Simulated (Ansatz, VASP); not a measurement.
## GaP in VASP and in Ansatz

The input POSCAR:

```
GaP
1.0
    0.0000000000      2.7252500000      2.7252500000
    2.7252500000      0.0000000000      2.7252500000
    2.7252500000      2.7252500000      0.0000000000
Ga P
1 1
Direct
    0.0000000000      0.0000000000      0.0000000000
    0.2500000000      0.2500000000      0.2500000000
```

INCAR.step1

```
SYSTEM = GaP
PREC = Accurate ; ENCUT = 520
ISMEAR = 0 ; SIGMA = 0.01
LREAL = .False. ; LASPH = .True.
NELM = 100 ; NBANDS = 16
GGA = PE ; ALGO = Normal
EDIFF = 1E-4 ; LWAVE = .True.
LCHARG = .False.
```

Contents of INCAR.step2:

```
SYSTEM = GaP
PREC = Accurate ; ENCUT = 520
EDIFF = 1E-6 ; ISMEAR = 0
SIGMA = 0.01 ; LREAL = .False.
LASPH = .True. ; NELM = 100
ALGO = Normal ; ISIF = 2
LWAVE = .False. ; LCHARG = .False.
METAGGA = R2SCAN ; LMIXTAU = .True.
NBANDS = 16 ; ISTART = 1
```

File KPOINTS:

```
regular mesh
0
Gamma
  8 8 8
  0 0 0
```

Input for Ansatz:

```yaml
crystal:
  lattice:
    - [0.0, 2.72525, 2.72525]
    - [2.72525, 0.0, 2.72525]
    - [2.72525, 2.72525, 0.0]
  atoms:
    - { symbol: Ga, position: [0.0, 0.0, 0.0] }
    - { symbol: P, position: [0.25, 0.25, 0.25] }
basis:
  ecutwfc: 510.0
kpoints:
  mp_grid:
    grid: [8, 8, 8]
    shift: [0.0, 0.0, 0.0]
hamiltonian:
  xc: r2scan
  pseudopotentials:
    kind: paw
scf:
  occupations:
    method: fixed
output:
  stress: true
  eigenvalues: true
```

Alike in both runs: task single point; functional r2SCAN; k mesh 8 × 8 × 8; no spin polarisation.

|  | VASP | Ansatz |
| --- | --- | --- |
| version | VASP 6.6.1 | Ansatz 0.2.0 |
| potentials or method | VASP PAW PBE potentials, release 64 (Ga_d, P) | plane waves, PAW |
| plane-wave cutoff (eV) | 520 | 510 |
| occupations | gaussian, width 0.01 eV | fixed |
| valence electrons in the cell | 18 | 18 |

VASP gave:

```
gap on the k mesh at the Fermi level (eV) : 1.90
pressure (GPa)                            : 0.0
```

Task: Which values does Ansatz return?

Result: gap on the k mesh at the Fermi level (eV): 1.89; pressure (GPa): 0.0.

Caveats: the PAW data sets were made with another functional, which shifts forces and pressure a little (VASP). r2SCAN opens gaps a little over a GGA but as a rule still falls short of measured ones. A k mesh can miss the band edges.
